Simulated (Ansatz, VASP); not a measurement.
## One calculation of BN, 3 ways

The starting cell:

```xyz
2
Lattice="0.0000 1.8130 1.8130 1.8130 0.0000 1.8130 1.8130 1.8130 0.0000" Properties=species:S:1:pos:R:3 pbc="T T T"
N     0.9065    0.9065    0.9065
B     0.0000    0.0000    0.0000
```

The cell is a database's computed one, not the measured one.

Alike in all runs: task relaxation of cell and atoms; functional revPBE; k mesh 13 × 13 × 13; occupations fermi-dirac, width 0.05 eV; no spin polarisation; no spin-orbit coupling.

| program and potentials | plane-wave cutoff (eV) | notes | equilibrium volume (Å³/atom) |
| --- | --- | --- | --- |
| Ansatz, Ansatz PAW | 420 | potentials made for PBE, which Ansatz adapts in part | 6.02 |
| VASP, PBE PAW files B, N, 600 eV | 600 | potentials made for PBE | 6.02 |
| Ansatz, all-electron LAPW, scalar-relativistic | - | - | 6.02 |

All agree on the equilibrium volume. Some sets were made for another functional than the one run, which can shift their rows. Relaxations stop with a little pressure left, so the last digit of a volume isn't settled.

The functional is the same throughout but for its coding, so the spread measures potentials, basis and numerics; runs on potential files found faulty are left out.
